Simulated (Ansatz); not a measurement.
Phenol, C6H6O: measurement beside calculation (Ansatz, PBE0-D4/def2-TZVP geometry).

```xyz
13

O     2.464    0.293    0.140
C     1.120    0.127    0.059
C     0.645   -0.888   -0.764
C    -0.718   -1.094   -0.878
C    -1.619   -0.300   -0.181
C    -1.138    0.710    0.637
C     0.226    0.927    0.760
H     2.658    1.021    0.736
H     1.357   -1.501   -1.303
H    -1.082   -1.888   -1.522
H    -2.685   -0.467   -0.275
H    -1.827    1.339    1.189
H     0.598    1.720    1.403
```

Measured: 8.8 ± 0.1 eV (ionisation energy: first vertical binding energy, S0 to D0 (HOMO), 1+1 UV photoelectron spectroscopy at 235.5 nm). Source: Valence Electronic Structure of Interfacial Phenol in Water Droplets, 2024 (pmc:11382284).

```tsv
level	vertical IE (eV)	minus measured (eV)
PBE-D4/def2-TZVPP	8.41	-0.39
r2SCAN-D4/def2-TZVPP	8.40	-0.40
PBE0-D4/def2-TZVPP	8.50	-0.30
B3LYP-D4/def2-TZVPP	8.52	-0.28
ωB97X-V/def2-TZVPP	8.51	-0.29
ωB97M-V/def2-TZVPP	8.52	-0.28
B2PLYP/def2-TZVPP	8.52	-0.28
−ε(HOMO), LDA (SPW92)	5.69	-3.11
−ε(HOMO), PBE	5.48	-3.32
−ε(HOMO), revPBE	5.41	-3.39
−ε(HOMO), BLYP	5.32	-3.48
−ε(HOMO), r2SCAN	5.66	-3.14
−ε(HOMO), B97M-V	5.65	-3.15
−ε(HOMO), PBE0	6.53	-2.27
−ε(HOMO), B3LYP	6.32	-2.48
−ε(HOMO), r2SCANh	6.07	-2.74
−ε(HOMO), r2SCAN0	6.66	-2.14
−ε(HOMO), HSE06	6.14	-2.66
−ε(HOMO), BHLYP	7.40	-1.40
−ε(HOMO), CAM-B3LYP	7.75	-1.05
−ε(HOMO), LC-ωPBE	9.00	0.20
−ε(HOMO), ωB97X-V	8.67	-0.13
−ε(HOMO), ωB97M-V	8.61	-0.19
```

Computed values are vertical and leave out zero-point energy and spin–orbit coupling. All levels miss by much here, so the measurement may belong to another conformer or state, or be off; this wasn't checked.

Measured: 3657 cm⁻¹ (free OH stretch, S0); 3657 cm⁻¹ (free OH stretch of monomer, jet spectroscopy); 3655 cm⁻¹ (O-H stretch, transmission FTIR); 3091 cm⁻¹ (aromatic C-H stretch, highest listed band, transmission FTIR); 1610 cm⁻¹ (aromatic ring stretching/torsional mode, transmission FTIR); 1502 cm⁻¹ (aromatic ring stretching/torsional mode, transmission FTIR); 1471 cm⁻¹ (aromatic ring stretching/torsional mode, transmission FTIR); 1344 cm⁻¹ (O-H bend, transmission FTIR); 1261 cm⁻¹ (C-O stretch, transmission FTIR); 1182 cm⁻¹ (C-H in-plane deformation, transmission FTIR); 1130 cm⁻¹ (C-H in-plane deformation, transmission FTIR). Source: Induced photoelectron circular dichroism onto an achiral chromophore, 2023 (pmc:10562374); Self-Association and Microhydration of Phenol: Identification of Large-Amplitude Hydrogen Bond Librational Modes, 2024 (pmc:11243154); Heterogeneous Reactions of Phenol on Different Components of Mineral Dust Aerosol: Formation of Oxidized Organic and Nitro-Phenolic Compounds, 2024 (pmc:11019555).

Harmonic PBE0-D4 wavenumbers (cm⁻¹, unscaled): 230, 353, 408, 420, 517, 536, 630, 701, 766, 827, 841, 894, 948, 968, 1019, 1056, 1101, 1175, 1191, 1199, 1310, 1364, 1384, 1513, 1544, 1666, 1677, 3171, 3192, 3200, 3214, 3221, 3862. Fundamentals include anharmonicity and usually lie a few per cent under these; harmonic values from spectra compare directly.

B3LYP here is the variant with VWN-RPA as its local correlation; programs differ in this.
